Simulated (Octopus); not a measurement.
**BaTiO3 under changes of volume**

One of the cells (12.858 Å³/atom); the others are scaled copies at fixed shape and fractional positions:

```
Ba Ti O
1.0
     4.00600    0.00000    0.00000
     0.00000    4.00600    0.00000
     0.00000    0.00000    4.00600
Ba Ti O
1 1 3
Direct
  0.50000 0.50000 0.50000
  0.00000 0.00000 0.00000
  0.00000 0.00000 0.50000
  0.00000 0.50000 0.00000
  0.50000 0.00000 0.00000
```

| Item | Value |
| --- | --- |
| Program | Octopus 16.4 |
| Functional | PBEsol |
| Potentials or basis | pseudodojo_pbesol (PseudoDojo 0.4, PBEsol) |
| Grid spacing | 0.118 Å |
| k mesh | 7 × 7 × 7 |
| Occupations | fermi-dirac, width 0.05 eV |
| Spin | no spin polarisation |

```tsv
volume (Å³/atom)	energy over the lowest point (meV/atom)	gap on the mesh (eV)
12.343	?	?
12.601	0.00	1.85
12.858	3.46	1.81
13.115	12.53	1.77
13.372	26.98	1.73
```

Task: What does the run at 12.343 Å³/atom give?

Result: Energy over the lowest point 3.12 meV/atom; gap on the mesh 1.90 eV.

Worked out: A Birch-Murnaghan fit of order 2 (a polynomial in V^(-2/3)) to the other rows has its minimum at 12.59 Å³/atom, just outside them, with B0 = V·E''(V) = 196 GPa. It gives 3.04 meV/atom at 12.343 Å³/atom, against the run's 3.12. A straight line through the other rows of the gap, of slope -2.02 eV per unit of ln V, extrapolates to 1.89 eV, against the run's 1.90.

Energies are extrapolated to zero smearing.

Caveats: the files of the heavy main-group elements may lack f projectors, which makes oxides come out too large; spin-orbit coupling is left out, which moves the levels of the heavy elements; an odd mesh through Γ misses points on the zone boundary, where band edges often lie.
